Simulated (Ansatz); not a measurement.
Runs of Ansatz 0.2.0 on Ga2O3. The structure is monoclinic, space group C2/m (No. 12). Conventional cell: a = 12.214 Å, b = 3.037 Å, c = 5.798 Å, α = 90.00°, β = 103.83°, γ = 90.00°. Ga (site symmetry m) is surrounded by 6 O at 1.94 to 2.07 Å. Ga (site symmetry m) is surrounded by 4 O at 1.83 to 1.86 Å. O (site symmetry m) is surrounded by 3 Ga at 1.83 to 1.94 Å. Around O (site symmetry m) lie 4 Ga at 1.86 to 2.07 Å. O (site symmetry m) has 3 Ga at 1.83 to 1.94 Å as nearest neighbours. 

```tsv
task	level	spin	cell	cutoff (eV)	points for each segment of the path	gap on the mesh (eV)	pressure (GPa)	relaxed volume (Å³/atom)	largest force (eV/Å)
relaxation of cell and atoms	PBE+D3(BJ)	off	relaxed	420	-	2.16	0.0	10.76	-
relaxation of cell and atoms	revPBE+D4	off	relaxed	420	-	2.37	0.0	10.56	-
single point	PBE	off	as given	350	-	2.43	9.4	-	0.22
band structure	rPW86-PBE	off	as given	420	10	2.41	15.1	-	(b)
band structure	PBE	SOC, no magnetisation	as given	420	10	(a)	9.5	-	0.22
```

Alike in all rows: potentials or basis Ansatz PAW; k mesh 9 × 9 × 5; smearing fermi-dirac 0.05 eV.

Question: Estimate the missing entries.

Answer: (a) 2.44; (b) 0.32.

Caveats: odd divisions of the mesh miss points on the zone boundary, where band edges often lie, so the gap on the mesh can be too wide (some runs); the plane-wave basis is chosen anew once the cell has moved, so the energies of steps on either side of that aren't comparable (some runs); the PAW data sets come from PBE, with cores solved anew for the run's functional, which leaves a small shift of forces and pressure (some runs); the pressure holds a Pulay correction of +7.1 GPa for the finite cutoff (some runs); the cutoff lies under the one recommended for these potentials (some runs); so large a pressure means that the cell lies far from this level's equilibrium, or that cutoff or potentials fall short (some runs).

A k mesh can miss the band edges, and rows without SOC leave out spin-orbit coupling on Ga.
